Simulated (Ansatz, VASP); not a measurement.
# Two plane-wave programs on TaN

File INCAR:

```
PREC = Accurate
ENCUT = 520
EDIFF = 1E-6
ISMEAR = 0
SIGMA = 0.15
LREAL = False
LASPH = True
NELM = 80
ALGO = Normal
ISIF = 2
LWAVE = False
LCHARG = False
GGA = PS
NBANDS = 15
```

KPOINTS

```
Automatic mesh
0
Gamma
  18 18 16
```

The input POSCAR:

```
TaN
1.0
    2.9240351141      0.0000000000      0.0000000000
   -1.4620175570      2.5322886904      0.0000000000
    0.0000000000      0.0000000000      2.7272000000
Ta N
1 1
Direct
    0.3333333333      0.6666666667      0.5000000000
    0.0000000000      0.0000000000      0.0000000000
```

Input for Ansatz:

```yaml
crystal:
  lattice:
    - [2.9240351141, 0.0, 0.0]
    - [-1.462017557, 2.5322886904, 0.0]
    - [0.0, 0.0, 2.7272]
  atoms:
    - { symbol: Ta, position: [0.3333333333, 0.6666666667, 0.5] }
    - { symbol: "N", position: [0.0, 0.0, 0.0] }
basis:
  ecutwfc: 520.0
kpoints:
  mp_grid: { grid: [18, 18, 16] }
hamiltonian:
  xc: pbesol
scf:
  occupations: { method: gaussian, width: 0.15 }
output:
  forces: true
  stress: true
  eigenvalues: true
```

Alike in both runs: task single point; functional PBEsol; k mesh 18 × 18 × 16; occupations gaussian, width 0.15 eV; no spin polarisation.

|  | VASP | Ansatz |
| --- | --- | --- |
| version | VASP 6.6.1 | Ansatz 0.2.0 |
| potentials or method | VASP PAW PBE potentials, release 64 (Ta_pv, N) | scalar-relativistic, plane waves, PAW |
| plane-wave cutoff (eV) | 520 | 520 |
| valence electrons in the cell | 16 | 18 |

```tsv
	VASP	Ansatz	Ansatz less VASP
gap on the k mesh at the Fermi level (eV)	none	none	-
pressure (GPa)	24.3	23.2	-1.18
largest component of the traceless stress (GPa)	27.33	27.10	-0.235
```

A gap of «none» marks a metal or a gap that the smearing closes. With one functional, cell and mesh, what is left measures potentials, basis and numerics. The two sets of potentials don't hold the same shells in valence.

Caveats: so large a pressure means that the cell lies far from this level's equilibrium, or that cutoff or potentials fall short (VASP); the potentials were made for another functional, which shifts forces and pressure (VASP). Spin-orbit coupling is left out, which matters for the levels of Ta.
